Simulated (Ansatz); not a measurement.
A distorted cell of InN (wurtzite):

```
InN
1.0
    3.58053     0.00000     0.00000
   -1.79026     3.10083     0.00000
    0.00000     0.00000     5.78779
In N
2 2
Direct
  0.66667   0.33333   0.50197
  0.33333   0.66667   0.00197
  0.66667   0.33333   0.12323
  0.33333   0.66667   0.63843
```

The numbers are results of PBE (plane waves to 420 eV, PAW, scalar-relativistic; Ansatz, a program for electronic structure), not measurements. k mesh 9×9×5 (Γ-centred), Fermi-Dirac smearing 0.05 eV. E stands for the smeared free energy. Stress and pressure are positive under compression. With partly filled bands, energies and forces of such displacements shift with the k mesh and the smearing. At this level the bands of InN touch or barely overlap; measurements give the solid a gap. InN was relaxed with its symmetry unable to fall.

### Question
What forces act on the atoms (eV/Å, Cartesian)?

### Answer
| atom | Fx | Fy | Fz |
|---|---|---|---|
| In1 | 0.000 | 0.000 | 0.259 |
| In2 | 0.000 | 0.000 | 0.632 |
| N3 | 0.000 | 0.000 | 0.307 |
| N4 | 0.000 | 0.000 | -1.198 |

### Question
Give the stress tensor in GPa and the pressure.

### Answer
```
   -0.9      0.0      0.0
    0.0     -0.9      0.0
    0.0      0.0      2.8
```
The pressure, a third of the trace, is 0.3 GPa.

### Question
In it atom 4 sits (0.000, 0.000, 0.088) Å away from its relaxed site. What is its energy relative to the relaxed cell?

### Answer
50 meV/cell.

(A displaced cell: forces are minus the slopes of the energy, force constants its curvatures, and phonons follow from these.)
